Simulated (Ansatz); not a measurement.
# Residual resistivity of an alloy: Cu(111) with 4 layers of random Cu-Os, 2x2, part 2 of 2

How strongly does chemical disorder scatter in Cu(111) with 4 layers of random Cu-Os, 2x2?

Ansatz 0.2.0; Ansatz plane-wave DFT, PBE, PAW files; ballistic transport by layer matching (Landauer), zero bias; PAW set soft_1.

So far. Step 3 (With 8 alloy layers): Over the solved energies the transmission per spin lies between 0.695 and 0.702, out of 3.20 channels of the lead on average (up to 3.21). The log calls the step of a lead's potential too much.

## 4. With 12 alloy layers

In 12 layers a share of 0.5 of the sites is given to Os at random. A fresh draw is used; the growth of the resistance with length is what counts.

System of this step: Cu(111) with 12 layers of random Cu-Os, 2x2. The cell holds 72 atoms: 48 Cu and 24 Os. Its edges and angles: a = 5.112 Å, b = 5.112 Å, c = 37.568 Å, α = 90.0°, β = 90.0°, γ = 120.0°. It derives from Cu. Regions: lead, 24 atoms (24 Cu); scattering region, 48 atoms (24 Os and 24 Cu). The structure is stacked along c, and the current runs across the ab planes.

Contents of input.yaml:

```yaml
crystal:
  lattice:
    - [5.1123254594, 0.0, 0.0]
    - [-2.5561627297, 4.4274037203, 0.0]
    - [0.0, 0.0, 37.567766324]
  atoms:
    - { symbol: Cu, position: [0.0, 0.0, 0.0277777778] }
    - { symbol: Cu, position: [0.0, 0.5, 0.0277777778] }
    - { symbol: Cu, position: [0.5, 0.0, 0.0277777778] }
    - { symbol: Cu, position: [0.5, 0.5, 0.0277777778] }
    - { symbol: Cu, position: [0.1666666667, 0.3333333333, 0.0833333333] }
    - { symbol: Cu, position: [0.1666666667, 0.8333333333, 0.0833333333] }
    - { symbol: Cu, position: [0.6666666667, 0.3333333333, 0.0833333333] }
    - { symbol: Cu, position: [0.6666666667, 0.8333333333, 0.0833333333] }
    - { symbol: Cu, position: [0.3333333333, 0.1666666667, 0.1388888889] }
    - { symbol: Cu, position: [0.3333333333, 0.6666666667, 0.1388888889] }
    - { symbol: Cu, position: [0.8333333333, 0.1666666667, 0.1388888889] }
    - { symbol: Cu, position: [0.8333333333, 0.6666666667, 0.1388888889] }
    - { symbol: Os, position: [0.0, 0.0, 0.1944444444] }
    - { symbol: Cu, position: [0.0, 0.5, 0.1944444444] }
    - { symbol: Os, position: [0.5, 0.0, 0.1944444444] }
    - { symbol: Os, position: [0.5, 0.5, 0.1944444444] }
    - { symbol: Os, position: [0.1666666667, 0.3333333333, 0.25] }
    - { symbol: Cu, position: [0.1666666667, 0.8333333333, 0.25] }
    - { symbol: Os, position: [0.6666666667, 0.3333333333, 0.25] }
    - { symbol: Cu, position: [0.6666666667, 0.8333333333, 0.25] }
    - { symbol: Cu, position: [0.3333333333, 0.1666666667, 0.3055555556] }
    - { symbol: Cu, position: [0.3333333333, 0.6666666667, 0.3055555556] }
    - { symbol: Cu, position: [0.8333333333, 0.1666666667, 0.3055555556] }
    - { symbol: Cu, position: [0.8333333333, 0.6666666667, 0.3055555556] }
    - { symbol: Os, position: [0.0, 0.0, 0.3611111111] }
    - { symbol: Os, position: [0.0, 0.5, 0.3611111111] }
    - { symbol: Cu, position: [0.5, 0.0, 0.3611111111] }
    - { symbol: Cu, position: [0.5, 0.5, 0.3611111111] }
    - { symbol: Os, position: [0.1666666667, 0.3333333333, 0.4166666667] }
    - { symbol: Os, position: [0.1666666667, 0.8333333333, 0.4166666667] }
    - { symbol: Cu, position: [0.6666666667, 0.3333333333, 0.4166666667] }
    - { symbol: Cu, position: [0.6666666667, 0.8333333333, 0.4166666667] }
    - { symbol: Os, position: [0.3333333333, 0.1666666667, 0.4722222222] }
    - { symbol: Os, position: [0.3333333333, 0.6666666667, 0.4722222222] }
    - { symbol: Os, position: [0.8333333333, 0.1666666667, 0.4722222222] }
    - { symbol: Os, position: [0.8333333333, 0.6666666667, 0.4722222222] }
    - { symbol: Cu, position: [0.0, 0.0, 0.5277777778] }
    - { symbol: Os, position: [0.0, 0.5, 0.5277777778] }
    - { symbol: Cu, position: [0.5, 0.0, 0.5277777778] }
    - { symbol: Os, position: [0.5, 0.5, 0.5277777778] }
    - { symbol: Os, position: [0.1666666667, 0.3333333333, 0.5833333333] }
    - { symbol: Os, position: [0.1666666667, 0.8333333333, 0.5833333333] }
    - { symbol: Os, position: [0.6666666667, 0.3333333333, 0.5833333333] }
    - { symbol: Cu, position: [0.6666666667, 0.8333333333, 0.5833333333] }
    - { symbol: Cu, position: [0.3333333333, 0.1666666667, 0.6388888889] }
    - { symbol: Cu, position: [0.3333333333, 0.6666666667, 0.6388888889] }
    - { symbol: Cu, position: [0.8333333333, 0.1666666667, 0.6388888889] }
    - { symbol: Os, position: [0.8333333333, 0.6666666667, 0.6388888889] }
    - { symbol: Cu, position: [0.0, 0.0, 0.6944444444] }
    - { symbol: Cu, position: [0.0, 0.5, 0.6944444444] }
    - { symbol: Cu, position: [0.5, 0.0, 0.6944444444] }
    - { symbol: Cu, position: [0.5, 0.5, 0.6944444444] }
    - { symbol: Cu, position: [0.1666666667, 0.3333333333, 0.75] }
    - { symbol: Os, position: [0.1666666667, 0.8333333333, 0.75] }
    - { symbol: Os, position: [0.6666666667, 0.3333333333, 0.75] }
    - { symbol: Os, position: [0.6666666667, 0.8333333333, 0.75] }
    - { symbol: Cu, position: [0.3333333333, 0.1666666667, 0.8055555556] }
    - { symbol: Cu, position: [0.3333333333, 0.6666666667, 0.8055555556] }
    - { symbol: Os, position: [0.8333333333, 0.1666666667, 0.8055555556] }
    - { symbol: Os, position: [0.8333333333, 0.6666666667, 0.8055555556] }
    - { symbol: Cu, position: [0.0, 0.0, 0.8611111111] }
    - { symbol: Cu, position: [0.0, 0.5, 0.8611111111] }
    - { symbol: Cu, position: [0.5, 0.0, 0.8611111111] }
    - { symbol: Cu, position: [0.5, 0.5, 0.8611111111] }
    - { symbol: Cu, position: [0.1666666667, 0.3333333333, 0.9166666667] }
    - { symbol: Cu, position: [0.1666666667, 0.8333333333, 0.9166666667] }
    - { symbol: Cu, position: [0.6666666667, 0.3333333333, 0.9166666667] }
    - { symbol: Cu, position: [0.6666666667, 0.8333333333, 0.9166666667] }
    - { symbol: Cu, position: [0.3333333333, 0.1666666667, 0.9722222222] }
    - { symbol: Cu, position: [0.3333333333, 0.6666666667, 0.9722222222] }
    - { symbol: Cu, position: [0.8333333333, 0.1666666667, 0.9722222222] }
    - { symbol: Cu, position: [0.8333333333, 0.6666666667, 0.9722222222] }
kpoints:
  mp_grid: { grid: [5, 5, 1] }
hamiltonian:
  xc: pbe
  pseudopotentials: { kind: paw, azcp: { folder: soft_1 } }
scf:
  occupations: { method: fermi_dirac, width: 0.1 }
output:
  transmission:
    leads: [[0, 4]]
    kmesh: [10, 10]
    e_range: [-0.05, 0.05]
    de: 0.05
  write_potential: true
  write_density: true
  volumetric_format: npy
```

On the command line:

```console
ansatz run input.yaml --threads 4 --pin off --max-ram 15360MiB --backend cpu --events-out ev --progress --plain --runs-dir out
```

Numbers of over 12 decimals in the logs are rounded to 6 here.

The log of the run:

```text
[...]
Crystal: 72 atoms, lattice volume = 850.321 Å³
Basis set: ecut = 420 eV, 16727 PW (Γ)
Bands: 778, of which v1, the nominal top of the filled ones, is band 648 counted from 1 (647 counted from 0)
Symmetry: 1 space group operations
[...]
k-points: 13 of 25 (time reversal used)
[...]
SCF iter   1: F=—  HF=-591288.417401 eV  |F-HF|=—  |Δ(HF+E_count)|=         —  Δρ=2.37e-1  dr2=1.61e3  ethr=3.10e-3  ⟨swp⟩=4.1  Hψ=29650  notcnv=0  defer=279
[...]
SCF iter  17: F=-591244.979561 eV  HF=-591244.979561 eV  |F-HF|=2.11e-8  |Δ(HF+E_count)|=   1.75e-9  Δρ=7.83e-7  dr2=2.14e-8  ethr=7.72e-12  ⟨swp⟩=7.9  Hψ=32592  notcnv=0
SCF 1 converged in 17 iterations: F = -591244.979561 eV  dr2 = 2.14e-8
[...]
transmission: 351 of 3432 steps passed
transmission: 693 of 3432 steps passed
[...]
transmission: 3432 of 3432 steps passed
SCF converged after 17 iterations
Free energy (F): -591244.979561 eV
[...]
Internal energy: -591243.472679 eV  (E = F + TS)
E sigma→0 (E₀):  -591244.226120 eV
Entropy (-TS):   -1.506882 eV (-20.929 meV/atom)
Fermi energy:    21.486855 eV
[...]
--- Band table (eV; the first three rows and the last of 13) ---
  k-point 0: bands = [... 644 lower, 22.0100, 22.0400, 22.0524, 22.1173, 22.1253, 22.1619, 22.1770, 22.1908, ... 126 higher]
  k-point 1: bands = [... 644 lower, 21.5952, 21.6286, 21.6764, 21.7059, 21.7504, 21.8041, 21.8389, 21.8721, ... 126 higher]
  k-point 2: bands = [... 644 lower, 21.2655, 21.3038, 21.3110, 21.3551, 21.3890, 21.4377, 21.4956, 21.5391, ... 126 higher]
  k-point 12: bands = [... 644 lower, 21.2313, 21.2860, 21.2956, 21.3368, 21.3781, 21.4565, 21.5224, 21.5382, ... 126 higher]
--- Transmission ---
  basis      : 199 plane waves across, 66 finite elements along
  points     : 52, standing for a mesh of 10 x 10
[...]
channels       : 3.170000e0 a spin
[...]
junction   : crystal 0 to crystal 0, 0.70 to 36.18 Å
    transmission   : 6.765122e-1 a spin
[...]
```

Wall time 30 min (4 threads of Arm Neoverse V1, shared host); peak memory 8.4 GiB.

Numbers from this step:

```yaml
free_energy: -591244.9796 eV
energy_at_zero_smearing: -591244.2261 eV
fermi_energy: 21.49 eV
transmission_per_spin_nearest_the_fermi_level: 0.6765
step_of_the_lead_s_potential: 28.1 meV
```

Per spin. Transmission, zone mean against energy, zero at the Fermi level:

```tsv
energy (eV)	transmission, zone mean
-0.0500	0.662
0.0000	0.677
0.0500	0.606
```

Over the solved energies the transmission per spin lies between 0.606 and 0.677, out of 3.20 channels of the lead on average (up to 3.21). The log calls the step of a lead's potential too much.

## 5. The fit

This step: Ansatz plane-wave DFT, PBE, PAW files; ballistic transport by layer matching (Landauer), zero bias; residual resistivity from the slope of the area resistance, atoms on the host's lattice; PAW set soft_1 (Ansatz 0.2.0).

This step gave:

```yaml
resistivity: 117.3 µΩ cm
intercept: 0.8744 fΩ m²
scatter_about_the_fit: 0.3068 fΩ m²
```

Resistance, by row:

```tsv
run	length (Å)	T	channels N	RA (fΩ m²)
n4	8.348	1.147	3.21	1.637
n8	16.7	0.6988	3.197	3.266
n12	25.05	0.6479	3.197	3.595
```

Area resistance against length of the alloy:

```tsv
length of the alloy (Å)	area resistance (fΩ m²)
8.35	1.64
16.70	3.27
25.05	3.59
```

The area resistance goes from 1.6 to 3.6 fΩ m² between 8.3 and 25.0 Å, a slope of 117 µΩ cm.

By hand from the end points: (3.595 − 1.637) fΩ m² / (25.05 − 8.35) Å = 117 µΩ cm, since 1 fΩ m² per Å is 1000 µΩ cm.

## 6. Results

```
resistivity from the slope  : 117 µΩ cm
area resistance over 8.35 Å : 1.64 fΩ m²
area resistance over 16.7 Å : 3.27 fΩ m²
area resistance over 25.0 Å : 3.59 fΩ m²
```

**Reading.** The slope gives 117 µΩ cm. The points scatter by 0.31 fΩ m² about the line, with one random draw a length in a 2x2 cell, so the slope is a rough value. Read with a model of isotropic scattering on a spherical Fermi surface and the lead's 1.1×10¹⁵ S/m², this slope means a mean free path near 5.8 Å (a rough figure, since the alloy's own channel count differs); over these lengths the model's slope is within 3 % of its bulk resistivity, though a free path of a few ångströms strains the picture. The atoms sit on the host's lattice, so scattering by size misfit is left out. With 50 % of Os, whose own structure is another, this is a hypothetical phase. Spin-orbit coupling is left out, which matters for Os. A lead's potential steps by up to 36 meV from period to period, which the log calls too much, so longer leads could move the result.

[Logs are printed without paths, hosts, clocks, repeated set-up lines and the standing remarks that a program may print on its own settings, such as how far it seeks lower states.]

[Hosts, paths, dates, database ids (printed as entryN), source tags and the programs' standing remarks are cut or masked in the printed files.]
